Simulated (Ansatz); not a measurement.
**Property card for SnTe**

Level of theory: Ansatz, DFT PBE, scalar-relativistic, plane waves, PAW.

Cutoff 420 eV; k points 14×14×14 on the computed 2-atom cell (Γ-centred); Gaussian smearing, width 0.10 eV; no spin polarisation.

The structure is relaxed at this level of theory with its symmetry kept, and needn't be the ground state of this composition.

```cif
data_structure
_symmetry_space_group_name_H-M 'P 1'
_symmetry_Int_Tables_number 1
_cell_length_a 3.8871
_cell_length_b 3.8871
_cell_length_c 3.8871
_cell_angle_alpha 90.000
_cell_angle_beta 90.000
_cell_angle_gamma 90.000
_cell_volume 58.73
loop_
_atom_site_label
_atom_site_type_symbol
_atom_site_fract_x
_atom_site_fract_y
_atom_site_fract_z
_atom_site_occupancy
Sn1 Sn 0.00000 0.00000 0.00000 1
Te1 Te 0.50000 0.50000 0.50000 1
```

Q: Formation energy from the elements' standard states (uncorrected)?

A: -0.047 eV/atom.

Q: Kohn–Sham band gap?

A: none (metal).

Q: Density of states at the Fermi level?

A: 1.5 states/eV per cell.

Q: Orbital (Löwdin) character within 0.5 eV of the Fermi level?

A: Te 5p 62 %, Sn 5p 27 %, Sn 5s 7 %.

Q: Bader charge by site (e)?

A: Sn (1 in the cell) 0.57, Te (1 in the cell) -0.57.

Spin-orbit coupling is left out, which matters for the bands of heavy elements.

Another cell of SnTe relaxed alike, in I4mm, lies 242 meV/atom lower, so this cell isn't the stable form at this level.

It was relaxed from a Materials Project cell. Löwdin shares on free-atom orbitals overweight diffuse shells.
